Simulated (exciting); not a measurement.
Write the native input for exciting (release sodium) that does the following.

| Property | Result |
| --- | --- |
| Task | band structure |
| Functional | PBE |
| Potentials or basis | all-electron LAPW+lo, shipped species files, valence relativity iora* |
| rgkmax | 7.5 |
| k mesh | 10 × 10 × 9 |
| Occupations | fermi-dirac, width 0.05 eV |
| Spin | no spin polarisation |
| outputlevel | normal |
| gmaxvr (cutoff of density and potential) | 14 1/bohr |
| lmaxapw (and lmaxmat) | 10 |
| lmaxvr | 8 |
| nempty | 14 |
| Valence relativity | iora* |
| epsengy | 1e-05 Ha |
| epspot | 1e-05 Ha |
| maxscl | 60 |
| Muffin-tin radii | W 2.3, C 1.45 bohr |

WC (Qusongite):

```
CELL_PARAMETERS angstrom
2.90650 0.00000 0.00000
-1.45325 2.51710 0.00000
0.00000 0.00000 2.83660
ATOMIC_POSITIONS crystal
W 0.00000 0.00000 0.00000
C 0.66667 0.33333 0.50000
```

The input as run:

input.xml

```xml
<input>
  <title>WC</title>
  <structure speciespath="./" tshift="false">
    <crystal scale="1">
      <basevect>5.492488981225 0.000000000000 0.000000000000</basevect>
      <basevect>-2.746244490612 4.756634987748 0.000000000000</basevect>
      <basevect>0.000000000000 0.000000000000 5.360397125113</basevect>
    </crystal>
    <species speciesfile="W.xml" rmt="2.3">
      <atom coord="0.000000000000 0.000000000000 0.000000000000"/>
    </species>
    <species speciesfile="C.xml" rmt="1.45">
      <atom coord="0.666666666700 0.333333333300 0.500000000000"/>
    </species>
  </structure>
  <groundstate do="fromscratch" ngridk="10 10 9" rgkmax="7.5" gmaxvr="14" lmaxapw="10" lmaxmat="10" lmaxvr="8" xctype="GGA_PBE" stype="Fermi Dirac" swidth="0.00183747" nempty="14" ValenceRelativity="iora*" epsengy="1e-05" epspot="1e-05" maxscl="60" outputlevel="normal"/>
  <properties>
    <bandstructure>
      <plot1d>
        <path steps="80">
          <point coord="0 0 0" label="G"/>
          <point coord="0.5 0 0" label="M"/>
          <point coord="0.3333333333 0.3333333333 0" label="K"/>
          <point coord="0 0 0" label="G"/>
          <point coord="0 0 0.5" label="A"/>
          <point coord="0.5 0 0.5" label="L"/>
          <point coord="0.3333333333 0.3333333333 0.5" label="H"/>
          <point coord="0 0 0.5" label="A" breakafter="true"/>
          <point coord="0.5 0 0.5" label="L"/>
          <point coord="0.5 0 0" label="M" breakafter="true"/>
          <point coord="0.3333333333 0.3333333333 0" label="K"/>
          <point coord="0.3333333333 0.3333333333 0.5" label="H"/>
        </path>
      </plot1d>
    </bandstructure>
    <chargedensityplot>
      <plot3d>
        <box grid="15 15 15">
          <origin coord="0 0 0"/>
          <point coord="1 0 0"/>
          <point coord="0 1 0"/>
          <point coord="0 0 1"/>
        </box>
      </plot3d>
    </chargedensityplot>
    <elfplot>
      <plot3d>
        <box grid="15 15 15">
          <origin coord="0 0 0"/>
          <point coord="1 0 0"/>
          <point coord="0 1 0"/>
          <point coord="0 0 1"/>
        </box>
      </plot3d>
    </elfplot>
    <exccplot>
      <plot3d>
        <box grid="15 15 15">
          <origin coord="0 0 0"/>
          <point coord="1 0 0"/>
          <point coord="0 1 0"/>
          <point coord="0 0 1"/>
        </box>
      </plot3d>
    </exccplot>
  </properties>
</input>
```

Potentials or basis: all-electron LAPW+lo, shipped species files, valence relativity iora*.

Launch:

```console
$ OMP_NUM_THREADS=1 exciting_smp
```

It gave:

```json
{
 "Band gap on the k mesh": "none (metal or under the smearing width)",
 "All electrons inside the program's atomic spheres": "W 71.38; C 4.29 (radii W 2.3, C 1.45 bohr)"
}
```

Caveat: the log's total energy holds no entropy term; the free energy is that total less TS from the occupations; spin-orbit coupling is left out, which moves the levels of the heavy elements.

It took 7 min on 1 thread of Arm Neoverse V1, with other jobs on the host, peak memory 0.13 GiB.
